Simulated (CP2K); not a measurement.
Runs of CP2K 2026.2 on MoSe2. The structure is hexagonal, space group P6_3/mmc (No. 194). The conventional cell has a = 3.288 Å, b = 3.288 Å, c = 12.900 Å, α = 90.00°, β = 90.00°, γ = 120.00°. Around Mo (site symmetry -6m2) lie 6 Se at 2.49 Å. Se (site symmetry 3m) has 3 Mo at 2.49 Å as nearest neighbours. 

```tsv
task	level	potentials or basis	smearing	points a segment of the path (NPOINTS)	bands added on the path	gap on the mesh (eV)	pressure (GPa)	largest force (eV/Å)
single point	PBE	POTENTIAL_UZH Mo GTH-PBE-q14, Se GTH-PBE-q6; TZVP-MOLOPT-PBE-GTH basis	gaussian 0.011 eV	-	-	0.90	9.9	1.32
band structure	LDA	GTH_POTENTIALS Mo GTH-PADE-q14, Se GTH-PADE-q6; TZVP-MOLOPT-PBE-GTH basis	fermi-dirac 0.05 eV	10	2	0.89	2.0	(a)
band structure	PBE	POTENTIAL_UZH Mo GTH-PBE-q14, Se GTH-PBE-q6; TZVP-MOLOPT-PBE-GTH basis	fermi-dirac 0.05 eV	8	4	0.90	9.9	1.32
band structure	PBEsol	POTENTIAL_UZH Mo GTH-PBE-q14, Se GTH-PBE-q6; TZVP-MOLOPT-PBE-GTH basis	fermi-dirac 0.05 eV	10	2	0.89	6.3	1.19
```

Alike in all rows: no spin polarisation; cell as given; k mesh 9 × 9 × 2.

Question: Fill in the values left out.

Answer: (a) 0.84.

Caveats: the cell's inner coordinates are idealised or old, which leaves forces on the atoms; the basis of atomic orbitals isn't converged, which shifts pressures, moduli and gaps; this functional lacks dispersion, which binds the layers, so the pressure and a relaxed spacing across them are unreliable (some runs); an odd mesh through Γ misses points on the zone boundary, where band edges often lie (some runs); the potentials were made for another functional, which shifts forces and pressure (some runs).

A k mesh can miss the band edges, and the runs leave out spin-orbit coupling on Mo, Se.
